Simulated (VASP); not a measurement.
A run of VASP 6.6.1:

INCAR

```
SYSTEM = Si
PREC     = Accurate       ! precision mode
ENCUT    = 600            ! plane-wave cutoff, eV
EDIFF    = 1E-6           ! SCF threshold, eV
ISMEAR   = 0              ! smearing method
SIGMA    = 0.03           ! smearing width, eV
LREAL    = .False.        ! projectors in reciprocal space
LASPH    = .True.         ! aspherical terms in the spheres
NELM     = 80             ! most SCF steps
ALGO     = Normal         ! electronic algorithm
ISIF     = 3              ! what is computed and relaxed
LWAVE    = .False.        ! write WAVECAR
LCHARG   = .False.        ! write CHGCAR
GGA      = PE             ! functional
IBRION   = 2              ! ionic algorithm
NSW      = 90             ! ionic steps
EDIFFG   = -0.01          ! ionic threshold
```

The input KPOINTS:

```
regular mesh
0
Gamma
  10 10 10
  0 0 0
```

Contents of POSCAR:

```
Si
1.0
    0.0000000000      2.7135600000      2.7135600000
    2.7135600000      0.0000000000      2.7135600000
    2.7135600000      2.7135600000      0.0000000000
Si
2
Direct
    0.7500000000      0.7500000000      0.7500000000
    0.5000000000      0.5000000000      0.5000000000
```

Potentials or basis: VASP PAW PBE potentials, release 64 (Si).

Launch:

```sh
$ cat potpaw_PBE.64/Si/POTCAR > POTCAR
$ mpirun -np 1 vasp_std > vasp.out
```

Hardware: 1 thread of Intel(R) Xeon(R) Platinum 8259CL CPU @ 2.50GHz (Skylake/Cascade Lake) (shared host).

How long does it take, and how much memory?

Wall time 22 s on 1 thread of Intel(R) Xeon(R) Platinum 8259CL CPU @ 2.50GHz (Skylake/Cascade Lake), with other jobs on the host, peak memory 0.17 GiB. Counts: scf iterations 23, k points 47, ion steps 3.
